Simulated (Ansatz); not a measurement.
**TiPt3 in Ansatz: the effect of functional**

TiPt3:

```xyz
4
Lattice="3.8970 0.0000 0.0000 0.0000 3.8970 0.0000 0.0000 0.0000 3.8970" Properties=species:S:1:pos:R:3 pbc="T T T"
Pt    1.9485    1.9485    0.0000
Pt    1.9485    0.0000    1.9485
Pt    0.0000    1.9485    1.9485
Ti    0.0000    0.0000    0.0000
```

Alike in all runs:

* Program: Ansatz 0.2.0
* Task: projected density of states
* Potentials or basis: Ansatz PAW
* k mesh: 4 × 4 × 4
* Occupations: fermi-dirac, width 0.05 eV
* Spin: no spin polarisation

```csv
functional,cutoff,pressure (GPa)
LDA,420 eV (not typed: the program's choice for these potentials),-5.3
PBEsol,420 eV (not typed: the program's choice for these potentials),?
RPBE,420 eV (not typed: the program's choice for these potentials),14.1
revPBE,420 eV (not typed: the program's choice for these potentials),12.9
BLYP,420 eV (not typed: the program's choice for these potentials),22.3
r2SCAN,500 eV (not typed: the program's choice for these potentials),4.6
HSE06,420 eV (not typed: the program's choice for these potentials),2.1
PBE0,420 eV (not typed: the program's choice for these potentials),2.2
r2SCAN0,500 eV (not typed: the program's choice for these potentials),-1.0
```

Problem. What does the run with functional PBEsol give?

Solution. Pressure 0.3 GPa.

Caveats: all runs use coarse meshes; the PAW data sets come from PBE, with cores solved anew for the run's functional, which leaves a small shift of forces and pressure; the thresholds are loose for stress (some runs).

Runs at the PBE level aren't shown here.
